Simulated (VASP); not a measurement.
# Ge: single point with RPBE

**Measured values to compare with.**

From “Temperature-dependent photoluminescence in Ge: experiment and theory”, 2020, arxiv:2003.00143, for a bulk crystal of Ge at 0 K: band gap 0.744 eV (indirect).

Crystal: Ge.

```
Ge
1.0
     0.00000    2.82891    2.82891
     2.82891    0.00000    2.82891
     2.82891    2.82891    0.00000
Ge
2
Direct
  0.75000 0.75000 0.75000
  0.50000 0.50000 0.50000
```

```yaml
Program: VASP 6.6.1
Task: single point
Functional: RPBE
Potentials_or_basis: VASP PAW PBE potentials, release 64 (Ge_d)
Cutoff: 520 eV
k_mesh: 8 × 8 × 8
Occupations: gaussian, width 0.1 eV
Spin: no spin polarisation
Further_INCAR_settings: ALGO = Normal; EDIFF = 1e-06
```

```
Pressure               : 5.3 GPa
Band gap on the k mesh : 0.15 eV, direct
```

Levels at points of the mesh, in eV from the valence-band top:
| k point | band 11 | band 12 | band 13 | band 14 | band 15 | band 16 | band 17 | band 18 |
| --- | --- | --- | --- | --- | --- | --- | --- | --- |
| (0.00, 0.00, 0.00) | -12.74 | 0.00 | 0.00 | 0.00 | 0.15 | 2.56 | 2.56 | 2.56 |
| (0.50, 0.00, 0.00) | -10.65 | -7.56 | -1.41 | -1.41 | 0.27 | 3.77 | 3.77 | 7.29 |
| (0.50, 0.50, 0.00) | -8.85 | -8.85 | -3.07 | -3.07 | 0.83 | 0.83 | 9.56 | 9.56 |

It took 37 s on 1 thread of Intel(R) Xeon(R) Platinum 8488C (Sapphire Rapids), with other jobs on the host, peak memory 0.17 GiB.

Against the measured gap of Ge, 0.744 eV (indirect; 0 K; “Temperature-dependent photoluminescence in Ge: experiment and theory”, 2020, arxiv:2003.00143), the calculated 0.15 eV is off by -0.59 eV. 3 values of this kind are on record (0.666 to 0.807 eV); this one was drawn at random among those near their median. Spin-orbit coupling on Ge is left out. The value is that of RPBE on a finite k mesh, which can miss the band edges, without temperature or zero-point motion. Semilocal functionals fall short of measured gaps as a rule.

Caveat: the PAW data sets were made with another functional, which shifts forces and pressure a little.
